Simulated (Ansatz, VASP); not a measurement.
Two plane-wave programs on F

```
F
1.0
     2.54349   -1.67929    0.27725
     2.54349    1.67929    0.27725
    -0.70200    0.00000    6.59761
F
4
Direct
  0.90752 0.59199 0.09461
  0.40801 0.09248 0.40539
  0.09248 0.40801 0.90539
  0.59199 0.90752 0.59461
```

Alike in both runs: functional r2SCAN; k mesh 6 × 6 × 3; occupations fermi-dirac, width 0.05 eV; no spin polarisation.

Ansatz relaxed the structure, and its values are those at the end. VASP's run is a single point on that final structure, the one shown.

```csv
,VASP,Ansatz
version,VASP 6.6.1,Ansatz 0.2.0
potentials or method,"VASP PAW PBE potentials, release 64 (F)","plane waves (500 eV) with PAW, scalar-relativistic"
plane-wave cutoff (eV),520,500
valence electrons in the cell,28,28
```

|  | VASP | Ansatz | Ansatz less VASP |
| --- | --- | --- | --- |
| gap on the k mesh at the Fermi level (eV) | 3.85 | 3.94 | +0.087 |
| pressure (GPa) | 0.8 | 0.0 | -0.81 |
| rms of the force components (eV/Å) | 0.336 | 0.001 | -0.3350 |

Caveats: the PAW data sets were made with another functional, which shifts forces and pressure a little (VASP); an odd mesh through Γ misses points on the zone boundary, where band edges often lie. r2SCAN opens gaps a little over a GGA but as a rule still falls short of measured ones.
